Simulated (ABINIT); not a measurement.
# Quasiparticle gap of BN (Qingsongite) in ABINIT, part 3 of 3

How does a plane-wave GW calculation on BN (Qingsongite) run from the first input to the gap?

ABINIT 10.8.3; PBE and many-body steps on it, plane waves. Known limits of the many-body steps: not at the basis limit.

So far. Step 4 (Empty states on the mesh, 8×8×8 mesh, 76 bands): On this mesh the gap is 4.535 eV. Step 5 (Screening, 8×8×8 mesh, 68 bands, screening to 239.5 eV): Local fields lower ε∞ by 8 %.

## (6) Self-energy, 8×8×8 mesh, 68 bands, screening to 239.5 eV

The self-energy is evaluated for the states that the input lists, and the levels follow from it, in one-shot runs by the linearised quasiparticle equation.

This step: G0W0 on PBE, plane waves, norm-conserving pseudopotentials.

Contents of run.abi:

```
acell 3*1.0 Angstrom
rprim 
  -0.000000000000 1.807500000000 1.807500000000
  1.807500000000 0.000000000000 1.807500000000
  1.807500000000 1.807500000000 -0.000000000000
ntypat 2
znucl 5 7
natom 2
typat 1 2
xred 
  0.000000000000 0.000000000000 0.000000000000
  0.250000000000 0.250000000000 0.250000000000
pp_dirpath "pseudos"
pseudos "B.upf, N.upf"
ecut 36
ngkpt 8 8 8
nshiftk 1
shiftk 0 0 0
kptopt 1
chksymbreak 0
istwfk *1
occopt 1
irdwfk 1
optdriver 4
nband 68
gwcalctyp 0
ecutsigx 36
symsigma 1
nkptgw 2
kptgw 
  0.0000000000 0.0000000000 0.0000000000
  0.5000000000 0.5000000000 0.0000000000
bdgw 
  2 7
  3 6
ecuteps 8.8
irdscr 1
ppmodel 1
indata_prefix "in"
outdata_prefix "out"
tmpdata_prefix "tmp"
```

On the command line:

```
OMP_NUM_THREADS=1 mpirun -n 4 abinit run.abi > log
```

Numbers of over 12 decimals in the logs are rounded to 6 here.

The log of the run:

```text
.Version 10.8.3 of ABINIT. v10.8.2 released Aug 2026.

 Symmetries : space group F-4 3 m (#216); Bravais cF (face-center cubic)
[... echo of the input left out ...]
== DATASET  1 ==================================================================
-   mpi_nproc: 4, omp_nthreads: 1 (-1 if OMP is not activated)

--- !DatasetInfo
iteration_state: {dtset: 1, }
dimensions: {natom: 2, nkpt: 29, mband: 68, nsppol: 1, nspinor: 1, nspden: 1, mpw: 869, }
cutoff_energies: {ecut:  36.0, pawecutdg:  -1.0, }
electrons: {nelect:   8.00000000E+00, charge:   0.00000000E+00, occopt:   1.00000000E+00, tsmear:   1.00000000E-02, }

 SIGMA: Calculation of the GW corrections

 Based on a program developped by R.W. Godby, V. Olevano, G. Onida, and L. Reining.
 Incorporated in ABINIT by V. Olevano, G.-M. Rignanese, and M. Torrent.
.Using double precision arithmetic ; gwpc =  8

[... cell and pseudopotentials left out ...]
--------------------------------------------------------------------------------

 ==== K-mesh for the wavefunctions ====
 Number of points in the irreducible wedge :    29
[... list of points left out ...]
 Together with 24 symmetry operations and time-reversal symmetry
 yields   512 points in the full Brillouin Zone.

 ==== Q-mesh for screening function ====
 Number of points in the irreducible wedge :    29
[... list of points left out ...]
 Together with 24 symmetry operations and time-reversal symmetry
 yields   512 points in the full Brillouin Zone.

 vcoul_init : cutoff-mode = AUXILIARY_FUNCTION
 q-points for optical limit:   1
     1)      0.000010    0.000020    0.000030
 setmesh: FFT mesh size selected  =    25x   25x   25
          total number of points  =        15625

 Number of electrons calculated from density =    8.0000; Expected =    8.0000
 average of density, n =  0.100376
 r_s =    1.3348
 omega_plasma =   30.5612 [eV]

 === KS Band Gaps ===
  >>>> For spin  1
   Minimum direct gap =   8.8782 [eV], located at k-point      :   0.0000  0.0000  0.0000
   Fundamental gap    =   4.5349 [eV], Top of valence bands at :   0.0000  0.0000  0.0000
                                       Bottom of conduction at :   0.5000  0.5000  0.0000
 SIGMA fundamental parameters:
 PLASMON POLE MODEL  1
 number of plane-waves for SigmaX                  869
 number of plane-waves for SigmaC and W            113
 number of plane-waves for wavefunctions           869
 number of bands                                    68
 number of independent spin polarizations            1
 number of spinorial components                      1
 number of k-points in IBZ                          29
 number of q-points in IBZ                          29
 number of symmetry operations                      24
 number of k-points in BZ                          512
 number of q-points in BZ                          512
 number of frequencies for dSigma/dE                 9
 frequency step for dSigma/dE [eV]                0.25
 number of omega for Sigma on real axis              0
 max omega for Sigma on real axis  [eV]           0.00
 zcut for avoiding poles [eV]                     0.10

 EPSILON^-1 parameters (SCR file):
 dimension of the eps^-1 matrix on file            113
 dimension of the eps^-1 matrix used               113
 number of plane-waves for wavefunctions           869
 number of bands                                    68
 number of q-points in IBZ                          29
 number of frequencies                               2
 number of real frequencies                          1
 number of imag frequencies                          1

 matrix elements of self-energy operator (all in [eV])

 Perturbative Calculation

--- !SelfEnergy_ee
iteration_state: {dtset: 1, }
kpoint     : [   0.000,    0.000,    0.000, ]
spin       : 1
KS_gap     :    8.878
QP_gap     :   10.930
Delta_QP_KS:    2.052
data: !SigmaeeData |
     Band     E0 <VxcDFT>   SigX SigC(E0)      Z dSigC/dE  Sig(E)    E-E0       E
        2   8.220 -18.520 -22.080   2.519   0.828  -0.208 -19.381  -0.862   7.359
        3   8.220 -18.520 -22.080   2.519   0.828  -0.208 -19.381  -0.862   7.359
        4   8.220 -18.520 -22.080   2.519   0.828  -0.208 -19.381  -0.862   7.359
        5  17.099 -13.778  -7.152  -5.214   0.843  -0.187 -12.588   1.191  18.289
        6  17.099 -13.778  -7.152  -5.214   0.843  -0.187 -12.588   1.191  18.289
        7  17.099 -13.778  -7.152  -5.214   0.843  -0.187 -12.588   1.191  18.289

--- !SelfEnergy_ee
iteration_state: {dtset: 1, }
kpoint     : [   0.500,    0.500,    0.000, ]
spin       : 1
KS_gap     :    9.442
QP_gap     :   11.398
Delta_QP_KS:    1.956
data: !SigmaeeData |
     Band     E0 <VxcDFT>   SigX SigC(E0)      Z dSigC/dE  Sig(E)    E-E0       E
        3   3.313 -16.496 -21.657   3.516   0.817  -0.225 -17.840  -1.343   1.970
        4   3.313 -16.496 -21.657   3.516   0.817  -0.225 -17.840  -1.343   1.970
        5  12.755 -12.570  -7.394  -4.459   0.854  -0.171 -11.958   0.612  13.367
        6  17.562 -12.696  -6.779  -5.052   0.851  -0.175 -11.960   0.736  18.298

== END DATASET(S) ==============================================================
================================================================================

 -outvars: echo values of variables after computation  --------
           etotal      0.0000000000E+00
            nband          68
             nkpt          29
          spgroup         216
 [... the other variables as echoed above ...]

 Calculation completed.
```

The job ended after 6.7 s (4 MPI ranks of Arm Neoverse V1, shared host; peak memory 0.65 GiB).

Numbers from this step:

| Item | Value |
| --- | --- |
| G0W0 gap on the points computed | 6.008 eV |
| starting gap on the mesh | 4.535 eV |
| k of the valence top | 0, 0, 0 |
| k of the conduction bottom | 0.5, 0.5, 0 |
| Z at the valence top | 0.828 |
| Z at the conduction bottom | 0.854 |
| least direct G0W0 gap on the computed points | 10.93 eV |

The gap on the mesh goes from 4.53 eV to 6.01 eV, a correction of +1.47 eV.

Limits: finite bands, cutoff and mesh. v1 is the top filled band, c1 the lowest empty one. The levels before and after the correction (eV, zero at the valence-band top of each column):

|  | conduction bottom | valence top |
| --- | --- | --- |
| Kohn-Sham | 4.53 | 0.00 |
| G0W0 | 6.01 | 0.00 |

|  | level | energy (eV) |
| --- | --- | --- |
| Kohn-Sham | Γ v3-v1 | 0.000 |
| Kohn-Sham | Γ c1-c3 | 8.878 |
| Kohn-Sham | (0.5 0.5 0) v2-v1 | -4.907 |
| Kohn-Sham | (0.5 0.5 0) c1 | 4.535 |
| Kohn-Sham | (0.5 0.5 0) c2 | 9.342 |
| G0W0 | Γ v3-v1 | 0.000 |
| G0W0 | Γ c1-c3 | 10.930 |
| G0W0 | (0.5 0.5 0) v2-v1 | -5.389 |
| G0W0 | (0.5 0.5 0) c1 | 6.008 |
| G0W0 | (0.5 0.5 0) c2 | 10.939 |

## (7) Where the time went

Times are wall times on 4 MPI ranks of Arm Neoverse V1, shared host, good to a factor of about two.

| step | time | share | memory (GiB) |
| --- | --- | --- | --- |
| ground state | 5 s | 7 % | 0.24 |
| bands along the symmetry lines | 3.7 s | 5 % | 0.23 |
| empty states on the mesh | 8.4 s | 11 % | 0.38 |
| screening | 50 s | 68 % | 0.65 |
| self-energy | 6.7 s | 9 % | 0.65 |

## (8) Outcome

```json
{
 "PBE gap": "4.54 eV, indirect",
 "G0W0 gap on the mesh": "6.01 eV",
 "GW settings": "8×8×8 mesh, 68 bands, screening to 239.5 eV, Godby-Needs plasmon pole",
 "known limits": "not at the basis limit"
}
```

**Reading.** G0W0 moves the gap on the mesh from 4.53 eV to 6.01 eV (+1.47 eV), with Z of 0.83 and 0.85 at the edges. Local fields lower the RPA ε∞ on this mesh from 4.66 to 4.31. Only 2 of the mesh's irreducible points were corrected, so a valley elsewhere could overtake. The dearest step here is «screening». Bands and cutoff are finite, so the gap is not at the basis limit. The miss can reach some tenths of an eV and take either sign; the mesh is an error of its own. In the G0W0 run levels were corrected at 2 k points alone, so a gap called «on the mesh» is the least over those, and an edge elsewhere would be missed.

[Paths, hosts, dates, memory and timing lines, banners, echoed tables and standing remarks are left out of the program output.]

[Logs are printed without paths, hosts, clocks, repeated set-up lines and the standing remarks that a program may print on its own settings, such as how far it seeks lower states.]

[Runs of the session that timed out or met a known fault of the program may be left out.]

[Hosts, paths, dates, database ids (printed as entryN), source tags and the programs' standing remarks are cut or masked in the printed files.]

[G0W0 gaps are taken among the corrected bands and points alone; a level outside them can change the order at an edge.]

[Where Ansatz stands beside ABINIT at settings called matched, ABINIT's density can come from a denser mesh and the files from another edition; pairs whose starting gaps differed by over 0.03 eV were left out, so agreement reads better than it is.]
